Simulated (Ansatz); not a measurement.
The system is SnO.

```xyz
4
Lattice="3.8137 0.0000 0.0000 0.0000 3.8137 0.0000 0.0000 0.0000 4.8869" Properties=species:S:1:pos:R:3 pbc="T T T"
Sn    1.9068    0.0000    3.7367
Sn    0.0000    1.9068    1.1503
O     0.0000    0.0000    0.0000
O     1.9068    1.9068    0.0000
```

The cell is a database's computed one.

Program: Ansatz 0.2.0. Alike in all runs: task single point; potentials or basis Ansatz PAW; no spin polarisation; cell as given; k mesh 4 × 4 × 3; cutoff (eV) 500; smearing fermi-dirac 0.05 eV; the mesh is coarse, so values aren't converged.

Question: Order these runs on this cell by their band gap on the k mesh, lowest first.
A. level r2SCAN0 form with a typed share of exact exchange; share of exact exchange 0.15
B. level r2SCAN0 form with a typed share of exact exchange; share of exact exchange 0
C. level r2SCAN0; share of exact exchange 0.25
D. level r2SCAN0 form with a typed share of exact exchange; share of exact exchange 0.1
E. level r2SCAN0 form with a typed share of exact exchange; share of exact exchange 0.5

Answer: B (0.28 eV), D (0.67 eV), A (0.88 eV), C (1.29 eV), E (2.36 eV).

Caveats: all runs use coarse meshes; odd divisions of the mesh miss points on the zone boundary, where band edges often lie, so the gap on the mesh can be too wide; spin-orbit coupling is left out, which moves the levels of the heavy elements.

A k mesh can miss the band edges.

Runs at the PBE level aren't shown here.
